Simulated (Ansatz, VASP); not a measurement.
Two plane-wave programs on B

```
B
1.0
     2.79114    1.61147    4.01677
    -2.79114    1.61147    4.01677
     0.00000   -3.22293    4.01677
B
15
Direct
  0.50000 0.50000 0.50000
  0.80390 0.31610 0.80390
  0.80390 0.80390 0.31610
  0.31610 0.80390 0.80390
  0.19610 0.68390 0.19610
  0.68390 0.19610 0.19610
  0.19610 0.19610 0.68390
  0.00600 0.32950 0.00600
  0.00600 0.00600 0.32950
  0.32950 0.00600 0.00600
  0.99400 0.67050 0.99400
  0.67050 0.99400 0.99400
  0.99400 0.99400 0.67050
  0.61920 0.61920 0.61920
  0.38080 0.38080 0.38080
```

Alike in both runs: task single point; functional LDA; k mesh 6 × 6 × 6; no spin polarisation.

|  | VASP | Ansatz |
| --- | --- | --- |
| version | VASP 6.6.1 | Ansatz 0.2.0 |
| potentials or method | VASP PAW LDA potentials, release 64 (B) | PAW plane waves |
| plane-wave cutoff (eV) | 520 | 420 |
| occupations | fermi-dirac, width 0.1 eV | fermi-dirac |
| valence electrons in the cell | 45 | 45 |

|  | VASP | Ansatz | Ansatz less VASP |
| --- | --- | --- | --- |
| pressure (GPa) | 15.3 | 15.0 | -0.28 |
| largest component of the traceless stress (GPa) | 0.32 | 0.29 | -0.037 |
| rms of the force components (eV/Å) | 1.207 | 1.206 | -0.0011 |

Atom by atom the forces differ by 0.005 eV/Å (rms over components). Ansatz warned: «structure_snapped_to_symmetry».

Caveats: so large a pressure means that the cell lies far from this level's equilibrium, or that cutoff or potentials fall short (VASP); forces of over 1 eV/Å show positions far from the minimum, so gaps and moduli don't describe the material at rest.
